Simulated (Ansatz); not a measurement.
Runs of Ansatz 0.2.0 on HgTe (Coloradoite). The structure is cubic, space group F-43m (No. 216). The conventional cell has a = 6.429 Å, b = 6.429 Å, c = 6.429 Å, α = 90.00°, β = 90.00°, γ = 90.00°. Hg (site symmetry -43m) is surrounded by 4 Te at 2.78 Å. Te (site symmetry -43m) has 4 Hg at 2.78 Å as nearest neighbours. 

```csv
task,level,potentials or basis,k mesh,cutoff (eV),points for each segment of the path,mesh quality,gap on the mesh (eV),pressure (GPa),V0 of scaled cells (Å³/atom),B0 (GPa)
single point,PBE,Ansatz PAW,4 × 4 × 4,420,-,coarse,none,5.0,-,-
equation of state,r2SCAN+D4,Ansatz PAW,7 × 7 × 7,500,-,not flagged,-,-,35.05,(a)
equation of state,PBE+D4,Ansatz PAW,7 × 7 × 7,420,-,not flagged,-,-,35.03,40
band structure,PBE,Ansatz PAW earlier set,7 × 7 × 7,1000,14,not flagged,none,(b),-,-
```

Alike in all rows: no spin polarisation; cell as given; smearing fermi-dirac 0.05 eV.

**Question.** Fill in the values left out.

**Answer.** (a) 42; (b) 4.6.

Caveats: some runs use coarse meshes; the PAW data sets were made with another functional, which shifts forces and pressure a little (some runs); spin-orbit coupling is left out, which moves the levels of the heavy elements (some runs).

A k mesh can miss the band edges, and the runs leave out spin-orbit coupling on Hg, Te.

A gap of «none» marks a metal or a gap under the smearing width.
